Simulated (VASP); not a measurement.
The system is PbO2.

```
Pb O
1.0
     0.00000    2.57000    2.57000
     2.57000    0.00000    2.57000
     2.57000    2.57000    0.00000
Pb O
1 2
Direct
  0.00000 0.00000 0.00000
  0.25000 0.25000 0.25000
  0.75000 0.75000 0.75000
```

Base run:

```yaml
Program: VASP 6.6.1
Functional: r2SCAN
Potentials_or_basis: VASP PAW PBE potentials, release 64 (Pb_d, O)
Cutoff: 520 eV
k_mesh: 6 × 6 × 6
Occupations: fermi-dirac, width 0.1 eV
Spin: no spin polarisation
```

Its results: band gap on the k mesh none (metal or under the smearing width); pressure 23.2 GPa.

Task: The run is repeated on the same cell with these changes: functional from r2SCAN to PBE; further incar settings from ALGO = Normal; EDIFF = 1e-06; NBANDS = 20 to ALGO = Normal; EDIFF = 1e-07; NBANDS = 20. What comes out?

Result: Band gap on the k mesh none (metal or under the smearing width); pressure 29.9 GPa.

Caveats: so large a pressure means that the cell lies far from this level's equilibrium, or that cutoff or potentials fall short (some runs); the potentials were made for another functional, which shifts forces and pressure (some runs); a pressure of tens of GPa on the cell as given is suspect, and the run, the potentials or the cell itself is likely at fault (some runs).
